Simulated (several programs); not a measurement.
SnTe (started from an entry of an open crystallographic database), relaxed with r2SCAN in Ansatz, was computed with several methods. The symmetry is Fm-3m (No. 225, cubic); conventional cell a = 6.379 Å, 32.44 Å³ an atom. Sn is surrounded by 6 Te at 3.19 Å; Te is surrounded by 6 Sn at 3.19 Å. Calculated for a static, non-magnetic cell.

```cif
data_structure
_symmetry_space_group_name_H-M 'P 1'
_symmetry_Int_Tables_number 1
_cell_length_a 4.5104
_cell_length_b 4.5104
_cell_length_c 4.5104
_cell_angle_alpha 60.000
_cell_angle_beta 60.000
_cell_angle_gamma 60.000
_cell_volume 64.88
loop_
_atom_site_label
_atom_site_type_symbol
_atom_site_fract_x
_atom_site_fract_y
_atom_site_fract_z
_atom_site_occupancy
Sn1 Sn 0.00000 0.00000 0.00000 1
Te1 Te 0.50000 0.50000 0.50000 1
```

Gaps and times are for a single point on this cell; volume and bulk modulus come from each method's own relaxation or energy curve at fixed shape. Times are rough, from shared hosts (Intel Xeon Platinum 8488C), and each method has its own mesh and cell size. A star marks a curve whose lowest point is an end point. PM6 (MOPAC), PM7 (MOPAC), GFN1-xTB (tblite), GFN2-xTB (tblite) treat a cluster of cells at its zone centre, which samples few k points: where these miss a band edge, the gap comes out too large for that reason alone. Gaps from k meshes are read at a limited set of points (mesh, symmetry points, PBE's band edges), so each method's own least gap may be somewhat smaller. xTB and the PM methods were fitted mostly to molecules, and can miss a solid's gap by electronvolts. Minimal bases can be far off for gaps. Times of the plane-wave ladder aren't listed, since it ran on unlike processors and cards. d marks a direct gap, i an indirect one (no mark: not told apart), a dash a value that wasn't computed or didn't pass its checks.

```tsv
method	kind	gap (eV)	own volume (Å³/atom)	bulk modulus (GPa)	atoms computed	processor time
PBEsol	semilocal	–	31.04	–	2	–
GFN1-xTB (DFTB+)	tight binding	1.15 d	–	–	2	0.85 s
light PBE (260 eV and a coarse mesh)	light plane-wave	0.02	–	–	2	0.89 s
PM7 (MOPAC)	semi-empirical	4.25	–	–	cluster	2.2 s
PBE	semilocal	0.01	32.99	39	2	–
PBE/single zeta (GPAW)	small basis	0.03 d	–	–	2	3.2 s
PM6 (MOPAC)	semi-empirical	2.68	–	–	cluster	3.9 s
GFN1-xTB (tblite)	tight binding	0.81	–	–	cluster	4.1 s
LDA	semilocal	0.01	30.29	–	2	–
r2SCAN	semilocal	0.15 d	32.44	44	2	–
PBE/SZV (CP2K)	small basis	0.11 d	35.70*	42*	2	8.8 s
PBE/DZVP (CP2K)	small basis	0.04 d	33.45	40	2	19 s
PBE+SOC	semilocal	0.15 d	–	–	2	–
GFN2-xTB (tblite)	tight binding	0.08	–	–	cluster	24 s
HSE06	hybrid	0.25 d	32.22	–	2	–
PBE0	hybrid	0.75 d	–	–	2	–
HSE06+SOC	hybrid	0.01	–	–	2	–
```

Problem. How far from the measured values lie the methods that can be set against them?

Solution.
- Volume, measured 31.66 Å³ an atom: PBEsol -1.9 %, PBE +4.2 %, LDA -4.3 %, r2SCAN +2.5 %, PBE/DZVP (CP2K) +5.6 %, HSE06 +1.8 %.
The calculations are for a static lattice; samples hold vibrations, temperature and, in optical gaps, excitons. A measured value is shown where most reports agree with it, and only for the quantities listed. Sources: 31.66 Å³ an atom (from the lattice constants; cubic cell parameter a0 at room temperature, sample B; 300 K; “Carrier concentration dependence of structural disorder in thermoelectric Sn1−xTe”; heavily p-type, Sn-deficient sample (Sn vacancies); 2016; pmc:5391859).

Only the rows marked +SOC include spin-orbit coupling.
